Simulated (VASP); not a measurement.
# Hf (Im-3m) in VASP: notebook

One crystal, Hf, is run at these levels: PBEsol; tasks: relaxation of cell and atoms.

Everything below comes from runs of VASP 6.6.1. Logs are shortened: lines on timing, memory, paths and dates and some standing lists are left out, and cuts for length are marked.

## Step 1: Starting point

Symmetry: Im-3m, No. 229, cubic system. The conventional cell has a = 3.483 Å, b = 3.483 Å, c = 3.483 Å, α = 90.00°, β = 90.00°, γ = 90.00°. Around Hf (site symmetry m-3m) lie 8 Hf at 3.02 Å.

This isn't the form of Hf at room conditions, which is hcp.

## Step 2: Relaxation of cell and atoms, PBEsol, target pressure 0.0001 GPa, at which the enthalpy is minimised

INCAR

```
ALGO     = Normal         # electronic algorithm
EDIFF    = 1E-7           # SCF threshold, eV
EDIFFG   = -0.002         # ionic threshold
ENCUT    = 520            # plane-wave cutoff, eV
GGA      = PS             # functional
IBRION   = 2              # ionic algorithm
ISIF     = 3              # what is computed and relaxed
ISMEAR   = 0              # smearing method
LASPH    = True           # aspherical terms in the spheres
LCHARG   = False          # write CHGCAR
LREAL    = False          # projectors in reciprocal space
LWAVE    = False          # write WAVECAR
NELM     = 80             # most SCF steps
NSW      = 80             # ionic steps
PREC     = Accurate       # precision mode
PSTRESS  = 0.001        
SIGMA    = 0.1            # smearing width, eV
```

KPOINTS

```
k-points
0
Gamma
  16 16 16
```

POSCAR

```
Hf                                      
1.0
   -1.7413609304      1.7413609304      1.7413609304
    1.7413609304     -1.7413609304      1.7413609304
    1.7413609304      1.7413609304     -1.7413609304
  Hf            
     1
Direct
     0.0000000000000000    0.0000000000000000    0.0000000000000000
```

Potentials or basis: VASP PAW PBE potentials, release 64 (Hf).

On the command line:

```
cat potpaw_PBE.64/Hf/POTCAR > POTCAR
mpirun -np 1 vasp_std > vasp.out
```

OUTCAR:

```text
EDIFF = 1E-7
   EDIFFG = -0.002
   ENCUT = 520
   GGA = PS
   IBRION = 2
   ISIF = 3
   ISMEAR = 0
   LASPH = True
   LREAL = False
   NELM = 80
   NSW = 80
   PREC = Accurate
   PSTRESS = 0.001

 ion  position               nearest neighbor table
   1  0.000  0.000  0.000-

  LATTYP: Found a body centered cubic cell.
 ALAT       =     3.4827218608

  Lattice vectors:

 A1 = (  -1.7413609304,   1.7413609304,   1.7413609304)
 A2 = (   1.7413609304,  -1.7413609304,   1.7413609304)
 A3 = (   1.7413609304,   1.7413609304,  -1.7413609304)

Analysis of symmetry for initial positions (statically):
=====================================================================
 Subroutine PRICEL returns:
 Original cell was already a primitive cell.

 Routine SETGRP: Setting up the symmetry group for a
 body centered cubic supercell.

 Subroutine GETGRP returns: Found 48 space group operations
 (whereof 48 operations were pure point group operations)
 out of a pool of 48 trial point group operations.

The static configuration has the point symmetry O_h .

Analysis of symmetry for dynamics (positions and initial velocities):
=====================================================================
 Subroutine PRICEL returns:
 Original cell was already a primitive cell.

 Routine SETGRP: Setting up the symmetry group for a
 body centered cubic supercell.

 Subroutine GETGRP returns: Found 48 space group operations
 (whereof 48 operations were pure point group operations)
 out of a pool of 48 trial point group operations.

The dynamic configuration has the point symmetry O_h .

 Subroutine INISYM returns: Found 48 space group operations
 (whereof 48 operations are pure point group operations),
 and found     1 'primitive' translations

----------------------------------------------------------------------------------------

                                     Primitive cell

  volume of cell :      21.1216

  direct lattice vectors                    reciprocal lattice vectors
    -1.741360930  1.741360930  1.741360930     0.000000000  0.287131743  0.287131743
     1.741360930 -1.741360930  1.741360930     0.287131743  0.000000000  0.287131743
     1.741360930  1.741360930 -1.741360930     0.287131743  0.287131743  0.000000000

  length of vectors
     3.016125606  3.016125606  3.016125606     0.406065606  0.406065606  0.406065606

  position of ions in fractional coordinates (direct lattice)
     0.000000000  0.000000000  0.000000000

  ion indices of the primitive-cell ions
   primitive index   ion index
                 1           1

----------------------------------------------------------------------------------------

 KPOINTS: k-points

Automatic generation of k-mesh.
 Grid dimensions read from file:
 generate k-points for:   16   16   16

 Generating k-lattice:

  Cartesian coordinates                     Fractional coordinates (reciprocal lattice)
     0.000000000  0.017945734  0.017945734     0.062500000  0.000000000  0.000000000
     0.017945734  0.000000000  0.017945734     0.000000000  0.062500000  0.000000000
     0.017945734  0.017945734  0.000000000     0.000000000  0.000000000  0.062500000

  Length of vectors
     0.025379100  0.025379100  0.025379100

  Shift w.r.t. Gamma in fractional coordinates (k-lattice)
     0.000000000  0.000000000  0.000000000

 Subroutine IBZKPT returns following result:
 ===========================================

 Found    145 irreducible k-points:

 Following reciprocal coordinates:
            Coordinates               Weight
  0.000000  0.000000  0.000000      1.000000
  0.062500  0.000000  0.000000     12.000000
  0.125000  0.000000  0.000000     12.000000
  0.187500  0.000000  0.000000     12.000000
  0.250000  0.000000  0.000000     12.000000
  0.312500  0.000000  0.000000     12.000000
[... 16 lines left out ...]
  0.187500  0.187500  0.000000     24.000000
  0.250000  0.187500  0.000000     48.000000
 [... further k-points ...]
   k-points           NKPTS =    145   k-points in BZ     NKDIM =    145   number of bands    NBANDS=      6
   number of dos      NEDOS =    301   number of ions     NIONS =      1
   total plane-waves  NPLWV =  13824
   dimension x,y,z NGX =    24 NGY =   24 NGZ =   24
   dimension x,y,z NGXF=    48 NGYF=   48 NGZF=   48
   ions per type =               1
   NGX,Y,Z   is equivalent  to a cutoff of  13.23, 13.23, 13.23 a.u.
   NGXF,Y,Z  is equivalent  to a cutoff of  26.46, 26.46, 26.46 a.u.
 SYSTEM =  unknown system
   PREC   = accura    normal or accurate (medium, high low for compatibility)
   ISTART =      0    job   : 0-new  1-cont  2-samecut
   ICHARG =      2    charge: 1-file 2-atom 10-const
   ISPIN  =      1    spin polarized calculation?
   LNONCOLLINEAR =      F non collinear calculations
   LSORBIT =      F    spin-orbit coupling
   LASPH  =      T    aspherical Exc in radial PAW
   ENCUT  =  520.0 eV  38.22 Ry    6.18 a.u.   5.61  5.61  5.61*2*pi/ulx,y,z
   NELM   =     80;   NELMIN=  2; NELMDL= -5     # of ELM steps
   EDIFF  = 0.1E-06   stopping-criterion for ELM
   LREAL  =      F    real-space projection
   EDIFFG = -.2E-02   stopping-criterion for IOM
   NSW    =     80    number of steps for IOM
   IBRION =      2    ionic relax: 0-MD 1-quasi-New 2-CG
   NFREE  =      1    steps in history (QN), initial steepest desc. (CG)
   ISIF   =      3    stress and relaxation
   ISYM   =      2    0-nonsym 1-usesym 2-fastsym
   POTIM  = 0.5000    time-step for ionic-motion
   TEBEG  =    0.0;   TEEND  =   0.0 temperature during run
   PSTRESS=    0.0 pullay stress
   NELECT =       4.0000    total number of electrons
   NUPDOWN=      -1.0000    fix difference up-down
   EMIN   =  10.00;   EMAX   =-10.00  energy-range for DOS
   EFERMI =   0.00;   METHOD = LEGACY
   ISMEAR =     0;   SIGMA  =   0.10  broadening in eV -4-tet -1-fermi 0-gaus
   EFERMI_NEDOS =   21; number of points for ismear=-14 and -15
   IALGO  =     38    algorithm
   IMIX   =      4    mixing-type and parameters
     AMIX     =   0.40;   BMIX     =  1.00
     AMIX_MAG =   1.60;   BMIX_MAG =  1.00
  volume/ion in A,a.u.               =      21.12       142.54
  Fermi-wavevector in a.u.,A,eV,Ry     =   0.940126  1.776580 12.025329  0.883837
  Thomas-Fermi vector in A             =   2.067507
   LORBIT       =      0    0 simple, 1 ext, 2 COOP (PROOUT), +10 PAW based schemes
   GGA     = PS    functional components
   LHFCALC =     F    Hartree Fock is set to
   AEXX    =    0.0000 exact exchange contribution
   IVDW    =     0    specifies the selected vdW correction
   LEPSILON=     F    determine dielectric tensor
   LRPA    =     F    only Hartree local field effects (RPA)
 conjugate gradient relaxation of ions
 non-spin polarized calculation
 Gauss-broadening in eV      SIGMA  =   0.10
  energy-cutoff  :      520.00
  volume of cell :       21.12
 maximum number of plane-waves:       586
   NGX = 11   NGY = 11   NGZ = 11

 number of electron       4.0000000 magnetization

 Free energy of the ion-electron system (eV)
  ---------------------------------------------------
  ext. energy  EPLUGINS =         0.00000000
  ---------------------------------------------------
  free energy    TOTEN  =       -10.37744992 eV

  energy without entropy =      -10.37029790  energy(sigma->0) =      -10.37387391

 E-fermi :   5.1603     XC(G=0): -11.3348

 val. band max:        5.1540129945   @ k =   0.3125   0.1875   0.1250
 cond. band min:       5.1662856157   @ k =   0.5000   0.5000   0.1250
 fundamental gap:      0.0122726212
 Fermi energy:         5.1602527456

 k-point     1 :       0.0000    0.0000    0.0000
  band No.  band energies     occupation
      1      -2.0614      2.00000
      2       6.7261      0.00000
      3       6.7261      0.00000
      4       6.7261      0.00000
      5       9.6915      0.00000
      6       9.6915      0.00000

 k-point     2 :       0.0625    0.0000    0.0000
  band No.  band energies     occupation
      1      -1.9094      2.00000
      2       6.6145      0.00000
      3       6.6842      0.00000
      4       6.8795      0.00000
      5       9.5051      0.00000
      6       9.6882      0.00000

 k-point     3 :       0.1250    0.0000    0.0000
  band No.  band energies     occupation
      1      -1.4694      2.00000
      2       6.3161      0.00000
      3       6.5052      0.00000
      4       7.3348      0.00000
      5       9.1685      0.00000
      6       9.6924      0.00000

 k-point     4 :       0.1875    0.0000    0.0000
  band No.  band energies     occupation
      1      -0.7925      2.00000
      2       5.9129      0.00000
      3       6.1316      0.00000
      4       8.0761      0.00000
      5       9.0311      0.00000
      6       9.7358      0.00000

 k-point     5 :       0.2500    0.0000    0.0000
  band No.  band energies     occupation
      1       0.0202      2.00000
      2       5.4886      0.00000
      3       5.7046      0.00000
      4       9.0739      0.00000
      5       9.1570      0.00000
      6       9.8483      0.00000

 k-point     6 :       0.3125    0.0000    0.0000
  band No.  band energies     occupation
      1       0.7962      2.00000
      2       5.1070      1.54868
      3       5.4926      0.00000
      4       9.4018      0.00000
      5      10.0401      0.00000
      6      10.2776      0.00000

 k-point     7 :       0.3750    0.0000    0.0000
  band No.  band energies     occupation
      1       1.3262      2.00000
      2       4.8100      2.00000
      3       5.6916      0.00000
      4       9.5917      0.00000
      5      10.2874      0.00000
      6      11.5887      0.00000

 k-point     8 :       0.4375    0.0000    0.0000
  band No.  band energies     occupation
      1       1.5535      2.00000
      2       4.6230      2.00000
      3       6.1856      0.00000
      4       9.6047      0.00000
      5      10.5173      0.00000
      6      12.7774      0.00000
[... 91 lines left out ...]
 k-point    19 :       0.2500    0.1250   -0.0000
  band No.  band energies     occupation
      1       1.1956      2.00000
      2       4.9839      1.98739
      3       5.2722      0.11345
      4       9.0031      0.00000
      5      10.4028      0.00000
      6      10.8284      0.00000

 k-point    20 :       0.3125    0.1250   -0.0000
  band No.  band energies     occupation
      1       1.7621      2.00000
      2       4.7745      2.00000
      3       5.3424      0.01000
      4       9.2835      0.00000
      5      10.5031      0.00000
      6      12.1037      0.00000

 k-point    21 :       0.3750    0.1250    0.0000
  band No.  band energies     occupation
      1       2.0047      2.00000
      2       4.6444      2.00000
      3       5.7226      0.00000
      4       9.3818      0.00000
      5      10.6578      0.00000
      6      13.2416      0.00000

 k-point    22 :       0.4375    0.1250    0.0000
  band No.  band energies     occupation
      1       2.0561      2.00000
      2       4.5983      2.00000
      3       5.9576      0.00000
      4       9.3423      0.00000
      5      10.7825      0.00000
      6      13.7760      0.00000

 k-point    23 :       0.1875    0.1875    0.0000
  band No.  band energies     occupation
      1       1.2032      2.00000
      2       4.9155      1.99946
      3       5.2925      0.06150
      4       8.8360      0.00000
      5      10.4464      0.00000
      6      10.7762      0.00000

 k-point    24 :       0.2500    0.1875    0.0000
  band No.  band energies     occupation
      1       1.9433      2.00000
      2       4.6394      2.00000
      3       5.1878      0.69667
      4       9.0730      0.00000
      5      10.5038      0.00000
      6      12.0429      0.00000

 [... further k-points ...]

------------------------ aborting loop because EDIFF is reached ----------------------------------------

  FORCE on cell =-STRESS in cart. coord.  units (eV):
  Direction    XX          YY          ZZ          XY          YZ          ZX
  --------------------------------------------------------------------------------------
  -------------------------------------------------------------------------------------
  Total       -0.0005766     -0.0005766     -0.0005766     -0.0000000      0.0000000     -0.0000000
  in kB       -0.0437415     -0.0437415     -0.0437415     -0.0000000      0.0000000     -0.0000000
  external PRESSURE =      -0.0447415 kB  Pullay stress =       0.0010000 kB

 VOLUME and BASIS-vectors are now :
 -----------------------------------------------------------------------------
  energy-cutoff  :      520.00
  volume of cell :       21.12
      direct lattice vectors                 reciprocal lattice vectors
    -1.741360930  1.741360930  1.741360930     0.000000000  0.287131743  0.287131743
     1.741360930 -1.741360930  1.741360930     0.287131743  0.000000000  0.287131743
     1.741360930  1.741360930 -1.741360930     0.287131743  0.287131743  0.000000000

 POSITION                                       TOTAL-FORCE (eV/Angst)
 -----------------------------------------------------------------------------------
      0.00000      0.00000      0.00000        -0.000000      0.000000      0.000000
 -----------------------------------------------------------------------------------
    total drift:                               -0.000000      0.000000     -0.000000

  FREE ENERGIE OF THE ION-ELECTRON SYSTEM (eV)
  ---------------------------------------------------
  free  energy   TOTEN  =       -10.3774499228 eV

  energy  without entropy=      -10.3702979044  energy(sigma->0) =      -10.37387391

  enthalpy is  TOTEN    =       -10.3774367397 eV   P V=        0.0000131830

 reached required accuracy - stopping structural energy minimisation
```

It took 5.3 s on 1 thread of Intel Xeon 6975P-C (Granite Rapids), shared host; peak memory 0.15 GiB.

What came out:

* Free energy: -10.3774 eV
* Pressure after relaxing: 0.0 GPa
* Band gap on the k mesh: none (metal or under the smearing width)

Final structure:
```
CELL_PARAMETERS angstrom
-1.74136 1.74136 1.74136
1.74136 -1.74136 1.74136
1.74136 1.74136 -1.74136
ATOMIC_POSITIONS crystal
Hf 0.00000 0.00000 0.00000
```

Caveat: the relaxation stopped at its first step, so nothing moved; the cell is relaxed towards a set pressure, so the enthalpy falls and the energy may rise; the PAW data sets were made with another functional, which shifts forces and pressure a little. The run has no spin-orbit coupling, so splittings on Hf are missing.

## Step 3: Relaxation of cell and atoms, PBEsol, target pressure 100 GPa, at which the enthalpy is minimised

This run uses another cell than the first one, of 14.34 Å³/atom, 0.679 times its volume.

INCAR: that of step 2 with these lines changed.

```diff
@@ -15,3 +15,3 @@
 PREC     = Accurate       # precision mode
-PSTRESS  = 0.001        
+PSTRESS  = 1000         
 SIGMA    = 0.1            # smearing width, eV
```

KPOINTS is that of step 2.

POSCAR

```
Hf                                      
1.0
   -1.5306384476      1.5306384476      1.5306384476
    1.5306384476     -1.5306384476      1.5306384476
    1.5306384476      1.5306384476     -1.5306384476
  Hf            
     1
Direct
     0.0000000000000000    0.0000000000000000    0.0000000000000000
```

Potentials or basis: VASP PAW PBE potentials, release 64 (Hf).

On the command line:

```
cat potpaw_PBE.64/Hf/POTCAR > POTCAR
mpirun -np 1 vasp_std > vasp.out
```

Run time: 24 s. Hardware: 1 thread of Intel Xeon 6975P-C (Granite Rapids), shared host; peak memory 0.14 GiB.

It converged, with:

```
Free energy                                            : -8.5948 eV
Relaxed volume                                         : 13.35 Å³/atom
Relaxed cell                                           : a = 2.588 Å, b = 2.588 Å, c = 2.588 Å, α = 109.47°, β = 109.47°, γ = 109.47°
Space group after relaxing (to 0.05 Å)                 : Im-3m (No. 229)
Energy change on relaxing (the enthalpy is what falls) : +539.1 meV/atom
Ionic steps                                            : 16
Pressure after relaxing                                : 100.0 GPa
Band gap on the k mesh                                 : none (metal or under the smearing width)
```

The path:
```csv
step,energy change (eV),largest force (eV/Å),pressure (GPa),volume (Å³)
1,0.0000,0.0000,75.01,14.34
2,3.6207,0.0000,225.73,10.18
3,0.4678,0.0000,96.73,13.47
4,0.5410,0.0000,100.09,13.35
5,0.5289,0.0000,99.53,13.37
6,0.5296,0.0000,99.56,13.37
7,0.5317,0.0000,99.66,13.36
8,0.5317,0.0000,99.66,13.36
9,0.5318,0.0000,99.66,13.36
10,0.5319,0.0000,99.67,13.36
11,0.5323,0.0000,99.68,13.36
12,0.5329,0.0000,99.71,13.36
13,0.5342,0.0000,99.78,13.36
14,0.5369,0.0000,99.90,13.35
15,0.5421,0.0000,100.14,13.35
16,0.5391,0.0000,100.00,13.35
```

Final structure:
```xyz
1
Lattice="-1.4944 1.4944 1.4944 1.4944 -1.4944 1.4944 1.4944 1.4944 -1.4944" Properties=species:S:1:pos:R:3 pbc="T T T"
Hf    0.0000    0.0000    0.0000
```

Levels at points of the mesh, in eV from the Fermi level:
```tsv
k point	band 1	band 2	band 3	band 4	band 5	band 6
(0.00, 0.00, 0.00)	-8.15	1.72	1.72	1.72	6.28	6.28
(0.50, 0.00, 0.00)	-5.50	-2.00	4.97	6.76	8.37	13.15
(0.50, 0.50, 0.50)	-5.80	-5.80	11.70	11.70	11.70	13.01
```

Caveat: the cell is relaxed towards a set pressure, so the enthalpy falls and the energy may rise; the PAW data sets were made with another functional, which shifts forces and pressure a little.

## Step 4: Relaxation of cell and atoms, PBEsol, target pressure 100 GPa, at which the enthalpy is minimised

This run uses another cell than the first one, of 13.35 Å³/atom, 0.632 times its volume.

INCAR is that of step 3.

KPOINTS is that of step 3.

POSCAR

```
Hf                                      
1.0
   -1.4944436432      1.4944436432      1.4944436432
    1.4944436432     -1.4944436432      1.4944436432
    1.4944436432      1.4944436432     -1.4944436432
  Hf            
     1
Direct
     0.0000000000000000    0.0000000000000000    0.0000000000000000
```

On the command line:

```
cat potpaw_PBE.64/Hf/POTCAR > POTCAR
mpirun -np 1 vasp_std > vasp.out
```

It took 4.3 s on 1 thread of Intel Xeon 6975P-C (Granite Rapids), shared host; peak memory 0.13 GiB.

It converged, with:

- Free energy: -8.5946 eV
- Pressure after relaxing: 100.0 GPa
- Band gap on the k mesh: none (metal or under the smearing width)

Final structure:
```
CELL_PARAMETERS angstrom
-1.49444 1.49444 1.49444
1.49444 -1.49444 1.49444
1.49444 1.49444 -1.49444
ATOMIC_POSITIONS crystal
Hf 0.00000 0.00000 0.00000
```

Levels at points of the mesh, in eV from the Fermi level:
```
           k point  band 1  band 2  band 3  band 4  band 5  band 6
(0.00, 0.00, 0.00)   -8.15    1.72    1.72    1.72    6.28    6.28
(0.50, 0.00, 0.00)   -5.50   -2.00    4.97    6.76    8.37   13.15
(0.50, 0.50, 0.50)   -5.80   -5.80   11.70   11.70   11.70   13.01
```

Caveat: the relaxation stopped at its first step, so nothing moved; the cell is relaxed towards a set pressure, so the enthalpy falls and the energy may rise; the PAW data sets were made with another functional, which shifts forces and pressure a little. Spin-orbit coupling is left out, which matters for the levels of Hf.
